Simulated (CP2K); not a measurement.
The system is PtS2.

```
Pt S
1.0
     3.54320    0.00000    0.00000
    -1.77160    3.06850    0.00000
     0.00000    0.00000    5.03880
Pt S
1 2
Direct
  0.00000 0.00000 0.00000
  0.66667 0.33333 0.77300
  0.33333 0.66667 0.22700
```

Base run:

| Property | Result |
| --- | --- |
| Program | CP2K 2026.2 |
| Functional | LDA |
| Potentials or basis | GTH_POTENTIALS Pt GTH-PADE-q18, S GTH-PADE-q6; DZVP-MOLOPT-SR-GTH basis |
| Density cutoff | 6123 eV |
| k mesh | 7 × 7 × 4 |
| Occupations | fermi-dirac, width 0.05 eV |
| Spin | no spin polarisation |
| Hubbard terms | Pt d U = 2.0 eV |

Its results: band gap on the k mesh 0.21 eV, indirect (least direct gap 0.46 eV); largest force 0.645 eV/Å.

Question: The run is repeated on the same cell with these changes: hubbard terms from Pt d U = 2.0 eV to none. What comes out?

Answer: Band gap on the k mesh 0.72 eV, indirect (least direct gap 0.92 eV); largest force 0.846 eV/Å.

Caveats: spin-orbit coupling is left out, which moves the levels of the heavy elements; an odd mesh through Γ misses points on the zone boundary, where band edges often lie; the basis of atomic orbitals isn't converged, which shifts pressures, moduli and gaps; this program's U acts on Mulliken populations of all basis functions of the shell, so it isn't the U of plane-wave codes (some runs); energies scatter by some meV and the pressure isn't listed (some runs).
